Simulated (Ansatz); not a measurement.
Input and command of a plane-wave DFT calculation in Ansatz:

```yaml
crystal:
  lattice:
    - [3.0751950076, 0.0, 0.0]
    - [-1.5375975038, 2.6631969982, 0.0]
    - [0.0, 0.0, 5.0481668526]
  atoms:
    - { symbol: Si, position: [0.3643557209, 0.6893766306, 0.0046028828] }
    - { symbol: Si, position: [0.6976890543, 0.3560432972, 0.5046028828] }
    - { symbol: C, position: [0.2607945142, 0.6135645656, 0.3803971172] }
    - { symbol: C, position: [0.5941278476, 0.2802312322, 0.8803971172] }
basis:
  ecutwfc: 500
kpoints:
  mp_grid: { grid: [12, 12, 6] }
hamiltonian:
  xc: r2scan
scf:
  occupations: { method: gaussian, width: 0.05 }
output:
  forces: true
  stress: true
  eigenvalues: true
  write_density: true
  write_potential: true
  elf: true
  volumetric_format: npy
```

```bash
ansatz run input.yaml --threads 2 --pin off --max-ram 5120MiB --backend cpu --events-out ev --progress --plain --runs-dir out
```

Processor: Oxide Virtual Turin-like Processor (Zen 5), 2 threads, on a host shared with other jobs.

**Question.** Estimate time, memory and problem size.

**Answer.** About 27 s on 2 threads of Oxide Virtual Turin-like Processor (Zen 5), on a shared host, peak memory 0.72 GiB. It solves 12 bands at 436 k points (the mesh reduced by symmetry) with about 1099 plane waves, in 7 SCF iterations.
